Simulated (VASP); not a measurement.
Crystal: Zr.

```xyz
1
Lattice="-1.7908 1.7908 1.7908 1.7908 -1.7908 1.7908 1.7908 1.7908 -1.7908" Properties=species:S:1:pos:R:3 pbc="T T T"
Zr    0.0000    0.0000    0.0000
```

This isn't the form of Zr at room conditions, which is hcp.

| Property | Result |
| --- | --- |
| Program | VASP 6.6.1 |
| Task | relaxation of cell and atoms |
| Functional | RPBE |
| Potentials or basis | VASP PAW PBE potentials, release 64 (Zr_sv) |
| Cutoff | 600 eV |
| k mesh | 16 × 16 × 16 |
| Occupations | gaussian, width 0.1 eV |
| Spin | no spin polarisation |

At the start: pressure 1.8 GPa; volume 22.97 Å³/atom.

Problem. How do energy, volume and symmetry change on relaxing?

Solution. Over 3 steps the energy falls by 2.6 meV/atom and the volume is 23.45 Å³/atom (+2.1 %); space group Im-3m (No. 229, to 0.05 Å).

Step by step:
| step | energy change (eV) | largest force (eV/Å) | pressure (GPa) | volume (Å³) |
| --- | --- | --- | --- | --- |
| 1 | 0.0000 | 0.0000 | 1.77 | 22.97 |
| 2 | -0.0010 | 0.0000 | -1.32 | 23.83 |
| 3 | -0.0026 | 0.0000 | 0.00 | 23.45 |

Final structure:
```
Zr
1.0
    -1.80307    1.80307    1.80307
     1.80307   -1.80307    1.80307
     1.80307    1.80307   -1.80307
Zr
1
Direct
  0.00000 0.00000 0.00000
```

Caveat: the PAW data sets were made with another functional, which shifts forces and pressure a little.
